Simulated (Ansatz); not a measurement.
# Si3O: the cost of one run

Method: DFT PBE, scalar-relativistic, plane waves, PAW, in Ansatz 0.2.0.

4 further runs of the same task are left out: 1 that didn't finish, 3 set aside as unsound or not needed.

## (1) Starting point

It takes space group Pm-3n (No. 223, cubic). The conventional cell has a = 4.766 Å, b = 4.766 Å, c = 4.766 Å, α = 90.00°, β = 90.00°, γ = 90.00°. Si (site symmetry -4m2) has 2 Si at 2.38 Å and 4 O at 2.66 Å as nearest neighbours. Around O (site symmetry m-3) lie 12 Si at 2.66 Å.

As a file:

```xyz
8
Lattice="4.7656 0.0000 0.0000 0.0000 4.7656 0.0000 0.0000 0.0000 4.7656" Properties=species:S:1:pos:R:3 pbc="T T T"
Si    0.0000    2.3828    1.1914
Si    0.0000    2.3828    3.5742
Si    1.1914    0.0000    2.3828
Si    3.5742    0.0000    2.3828
Si    2.3828    3.5742    0.0000
Si    2.3828    1.1914    0.0000
O     0.0000    0.0000    0.0000
O     2.3828    2.3828    2.3828
```

This is candidate A: A15 type (Pm-3n, No. 223).

(A quick probe on a coarse mesh, which set the mesh and smearing, is not shown.)

## (3) Full relaxation (candidate A)

Contents of input.yaml:

```yaml
crystal:
  lattice:
    - [4.7656402597, 0.0, 0.0]
    - [0.0, 4.7656402597, 0.0]
    - [0.0, 0.0, 4.7656402597]
  atoms:
    - { symbol: Si, position: [0.0, 0.5, 0.25] }
    - { symbol: Si, position: [0.0, 0.5, 0.75] }
    - { symbol: Si, position: [0.25, 0.0, 0.5] }
    - { symbol: Si, position: [0.75, 0.0, 0.5] }
    - { symbol: Si, position: [0.5, 0.75, 0.0] }
    - { symbol: Si, position: [0.5, 0.25, 0.0] }
    - { symbol: O, position: [0.0, 0.0, 0.0] }
    - { symbol: O, position: [0.5, 0.5, 0.5] }
basis:
  ecutwfc: 420
kpoints:
  mp_grid: { grid: [8, 8, 8] }
hamiltonian:
  xc: pbe
scf:
  occupations: { method: gaussian, width: 0.1 }
output:
  forces: true
  stress: true
  eigenvalues: true
relax:
  adjacent_minimum: "off"
  f_tol: 0.01
  max_steps: 80
  cell: { stress_tol: 0.05 }
```

The run is started by

```
ansatz run input.yaml --threads 1 --pin off --max-ram 2560MiB --backend cpu --events-out ev --progress --plain --runs-dir out
```

What time and memory should one allow on 1 thread of Intel Xeon Platinum 8375C at 2.90GHz (Ice Lake), shared host?

About 18 s, with a peak of 0.45 GiB.
